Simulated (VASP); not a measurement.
## VASP 6.6.1 run: SiC

INCAR

```
SIGMA = 0.02
EDIFFG = -5E-3
LCHARG = .FALSE.
NSW = 40
NBANDS = 16
PREC = Accurate
PSTRESS = 100
LREAL = .FALSE.
ENCUT = 600
IBRION = 2
EDIFF = 1E-7
ISMEAR = -1
GGA = CA
ISIF = 3
LWAVE = .FALSE.
LASPH = .TRUE.
NELM = 120
```

KPOINTS

```
KPOINTS created by Atomic Simulation Environment
0
Gamma
12 12 4
0 0 0
```

POSCAR

```
Si C
 1.0000000000000000
     3.0918273680621127    0.0000000000301718    0.0000000000000000
    -1.5459136840571859    2.6776010448426839   -0.0000000000000000
     0.0000000000000000    0.0000000000000000    5.0742733052383189
 Si  C
   2   2
Cartesian
 -0.0000000000174197  1.7850673632385132 -0.0020976691091829
  1.5459136840223464  0.8925336816343424  2.5350389835099767
 -0.0000000000174197  1.7850673632385132  1.9049501585735527
  1.5459136840223464  0.8925336816343424  4.4420868111927128
```

The recommended LDA PAW datasets give the neutral cell 16 valence electrons.

Command

```
mpirun -np 1 vasp_std
```

Task: How does this run end, and what does it give?

Result: It converged. Results: relaxed cell vector lengths 3.017, 3.017, 4.950 Å; relaxed cell volume 39.01 Å³.

OSZICAR

```
N       E                     dE             d eps       ncg     rms          rms(c)
DAV:   1     0.271037807207E+02    0.27104E+02   -0.78481E+03  1824   0.101E+03
DAV:   2    -0.343599464255E+02   -0.61464E+02   -0.56118E+02  2640   0.167E+02
DAV:   3    -0.372174073092E+02   -0.28575E+01   -0.28453E+01  2432   0.330E+01
DAV:   4    -0.372406397445E+02   -0.23232E-01   -0.23230E-01  2208   0.373E+00
DAV:   5    -0.372408801608E+02   -0.24042E-03   -0.24041E-03  2424   0.357E-01    0.126E+01
DAV:   6    -0.333881011960E+02    0.38528E+01   -0.69653E+00  2304   0.162E+01    0.573E+00
DAV:   7    -0.332960585530E+02    0.92043E-01   -0.11188E+00  2576   0.619E+00    0.240E+00
DAV:   8    -0.332559450001E+02    0.40114E-01   -0.58891E-02  2104   0.148E+00    0.685E-01
DAV:   9    -0.332503042578E+02    0.56407E-02   -0.75560E-03  2336   0.598E-01    0.112E-01
DAV:  10    -0.332503766606E+02   -0.72403E-04   -0.61566E-04  2160   0.150E-01    0.629E-02
...
DAV:   5    -0.332375498306E+02    0.27798E-06   -0.51378E-07  2384   0.449E-03    0.286E-03
DAV:   6    -0.332375498060E+02    0.24616E-07   -0.33763E-08  1000   0.140E-03
   6 F= -.30798866E+02 E0= -.30798866E+02  d E =0.365789E-04
       N       E                     dE             d eps       ncg     rms          rms(c)
DAV:   1    -0.332340100460E+02    0.35398E-02   -0.27482E-03  2160   0.365E-01    0.483E-02
DAV:   2    -0.332339731636E+02    0.36882E-04   -0.10064E-04  2200   0.693E-02    0.258E-02
DAV:   3    -0.332339595884E+02    0.13575E-04   -0.21588E-05  2512   0.311E-02    0.607E-03
DAV:   4    -0.332339589153E+02    0.67313E-06   -0.22123E-06  2256   0.960E-03    0.181E-03
DAV:   5    -0.332339588373E+02    0.77988E-07   -0.13651E-07  1488   0.242E-03
   7 F= -.30798986E+02 E0= -.30798986E+02  d E =-.835014E-04
```

| ionic step | ΔH (meV/atom) | volume (Å³) | largest force (eV/Å) | pressure (GPa) | electronic steps |
| --- | --- | --- | --- | --- | --- |
| 1 | 0.0 | 42.01 | 0.005 | -7.22 | 14 |
| 2 | 33.4 | 35.51 | 0.047 | 39.91 | 9 |
| 3 | -42.6 | 39.08 | 0.014 | 9.56 | 12 |
| 4 | -42.6 | 39.02 | 0.015 | 9.96 | 5 |
| 5 | -42.6 | 38.96 | 0.015 | 10.36 | 5 |
| 6 | -42.6 | 39.07 | 0.027 | 9.60 | 6 |
| 7 | -42.6 | 39.01 | 0.004 | 10.01 | 5 |

For comparison, a separate LDA relaxation on usual settings, not on those above, ends at 40.62 Å³.
